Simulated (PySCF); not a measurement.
Runs of PySCF 2.14.0 on Bi. It takes space group Im-3m (No. 229, cubic). Conventional cell: a = 3.963 Å, b = 3.963 Å, c = 3.963 Å, α = 90.00°, β = 90.00°, γ = 90.00°. Around Bi (site symmetry m-3m) lie 8 Bi at 3.43 Å. This isn't the form of Bi at room conditions, which is rhombohedral.

| task | level | potentials or basis | k mesh | potentials | conv_tol | max_cycle | exxdiv | coulomb method | mesh quality | gap on the mesh (eV) | V0 of scaled cells (Å³/atom) | B0 (GPa) |
| --- | --- | --- | --- | --- | --- | --- | --- | --- | --- | --- | --- | --- |
| atomic charges | r2SCANh | DZVP-MOLOPT-HYB/GTH-HYB (UZH) (potentials made for PBE0) | 2 × 2 × 2 | Bi GTH-HYB-q5 | 1e-07 Ha | 60 | ewald | Gaussian density fitting (GDF) | coarse | none | - | - |
| density of states | PBE | DZVP-MOLOPT-SR/GTH-PBE (potentials made for PBE) | 10 × 10 × 10 | Bi GTH-PBE-q5 | 1e-07 Ha | 60 | - | multigrid | not flagged | none | - | - |
| density of states | PBEsol | DZVP-MOLOPT-SR/GTH-PBE (potentials made for PBE) | 10 × 10 × 10 | Bi GTH-PBE-q5 | 1e-07 Ha | 60 | - | multigrid | not flagged | none | - | - |
| equation of state | PBEsol | DZVP-MOLOPT-SR/GTH-PBE (potentials made for PBE) | 10 × 10 × 10 | Bi GTH-PBE-q5 | - | - | - | multigrid | not flagged | - | 31.59 | (a) |
| atomic charges | B3LYP | DZVP-MOLOPT-HYB/GTH-HYB (UZH) (potentials made for PBE0) | 2 × 2 × 2 | Bi GTH-HYB-q5 | 1e-07 Ha | 60 | ewald | Gaussian density fitting (GDF) | coarse | none | - | - |
| atomic charges | r2SCAN | DZVP-MOLOPT-HYB/GTH-HYB (UZH) (potentials made for PBE0) | 2 × 2 × 2 | Bi GTH-HYB-q5 | 1e-07 Ha | 60 | - | Gaussian density fitting (GDF) | coarse | none | - | - |
| equation of state | PBE | DZVP-MOLOPT-SR/GTH-PBE (potentials made for PBE) | 10 × 10 × 10 | Bi GTH-PBE-q5 | - | - | - | multigrid | not flagged | - | 32.20 | 53 |
| atomic charges | LDA | DZVP-MOLOPT-HYB/GTH-HYB (UZH) (potentials made for PBE0) | 2 × 2 × 2 | Bi GTH-HYB-q5 | 1e-07 Ha | 60 | - | Gaussian density fitting (GDF) | coarse | none | - | - |

Alike in all rows: no spin polarisation; cell as given; smearing fermi-dirac 0.05 eV.

Fill in the values left out.

(a) 58.

Caveats: some runs use coarse meshes; spin-orbit coupling is left out, which moves the levels of the heavy elements; the basis of atomic orbitals isn't converged, which shifts pressures, moduli and gaps; the potentials were made for another functional, which shifts forces and pressure (some runs); meta-GGAs need a finer uniform grid than this (some runs); on so small a mesh gaps with full-range exact exchange can be off by tenths of an eV to over 1 eV (some runs).

A k mesh can miss the band edges, and the runs leave out spin-orbit coupling on Bi.

A gap of «none» marks a metal or a gap under the smearing width.
